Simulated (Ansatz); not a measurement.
# AlNi: the cost of one run

Method: DFT PBE, scalar-relativistic, plane waves, PAW, in Ansatz 0.2.0.

3 further runs of the same task are left out: 1 that didn't finish, 2 set aside as unsound or not needed.

## Step 1: The structure to begin with

Symmetry: Pm-3m, No. 221, cubic system. Conventional cell: a = 2.893 Å, b = 2.893 Å, c = 2.893 Å, α = 90.00°, β = 90.00°, γ = 90.00°. Around Al (site symmetry m-3m) lie 8 Ni at 2.51 Å. Around Ni (site symmetry m-3m) lie 8 Al at 2.51 Å.

Structure file:

```cif
data_structure
_symmetry_space_group_name_H-M 'P 1'
_symmetry_Int_Tables_number 1
_cell_length_a 2.8931
_cell_length_b 2.8931
_cell_length_c 5.7862
_cell_angle_alpha 90.000
_cell_angle_beta 90.000
_cell_angle_gamma 90.000
_cell_volume 48.43
loop_
_atom_site_label
_atom_site_type_symbol
_atom_site_fract_x
_atom_site_fract_y
_atom_site_fract_z
_atom_site_occupancy
Al1 Al 0.00000 0.00000 0.50000 1
Al2 Al 0.00000 0.00000 0.00000 1
Ni1 Ni 0.50000 0.50000 0.25000 1
Ni2 Ni 0.50000 0.50000 0.75000 1
```

It is built from the cell relaxed beforehand with the same method (12.11 Å³/atom).

## Step 2: The undisturbed cell

input.yaml

```yaml
crystal:
  lattice:
    - [2.8930835342, 0.0, 0.0]
    - [0.0, 2.8930835342, 0.0]
    - [0.0, 0.0, 5.7861670685]
  atoms:
    - { symbol: Al, position: [0.0, 0.0, 0.5] }
    - { symbol: Al, position: [0.0, 0.0, 0.0] }
    - { symbol: Ni, position: [0.5, 0.5, 0.25] }
    - { symbol: Ni, position: [0.5, 0.5, 0.75] }
basis:
  ecutwfc: 420
kpoints:
  mp_grid: { grid: [12, 12, 6] }
hamiltonian:
  xc: pbe
scf:
  occupations: { method: gaussian, width: 0.15 }
output:
  forces: true
  stress: true
  eigenvalues: true
```

Launch:

```bash
> ansatz run input.yaml --threads 1 --pin off --max-ram 2560MiB --backend cpu --events-out ev --progress --plain --runs-dir out
```

Q: Estimate wall time and peak memory on 1 thread of Arm Neoverse V2, shared host.

About 4.7 s, with a peak of 0.37 GiB.
